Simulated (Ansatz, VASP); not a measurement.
## AlN in VASP and in Ansatz

```
CELL_PARAMETERS angstrom
3.06730 0.00000 0.00000
-1.53365 2.65636 0.00000
0.00000 0.00000 5.01696
ATOMIC_POSITIONS crystal
Al 0.33333 0.66667 0.00360
Al 0.66667 0.33333 0.50360
N 0.33333 0.66667 0.38140
N 0.66667 0.33333 0.88140
```

Alike in both runs: functional PBE; k mesh 9 × 9 × 6; occupations gaussian, width 0.05 eV; no spin polarisation.

Ansatz relaxed the structure, and its values are those at the end. VASP's run is a single point on that final structure, the one shown.

|  | VASP | Ansatz |
| --- | --- | --- |
| version | VASP 6.6.1 | Ansatz 0.2.0 |
| potentials or method | VASP PAW PBE potentials, release 64 (Al, N) | scalar-relativistic, plane waves, PAW |
| plane-wave cutoff (eV) | 520 | 520 |
| valence electrons in the cell | 16 | 16 |

|  | VASP | Ansatz | Ansatz less VASP |
| --- | --- | --- | --- |
| gap on the k mesh at the Fermi level (eV) | 4.50 | 4.49 | -0.011 |
| least direct gap on the mesh (eV) | 4.50 | 4.49 | -0.011 |
| pressure (GPa) | 8.5 | 8.7 | +0.17 |
| rms of the force components (eV/Å) | 0.005 | 0.005 | +0.0003 |

Ansatz warned: «stress_scf_threshold_loose».

Caveats: an odd mesh through Γ misses points on the zone boundary, where band edges often lie. PBE gaps usually lie below the measured ones, often by a third to a half.
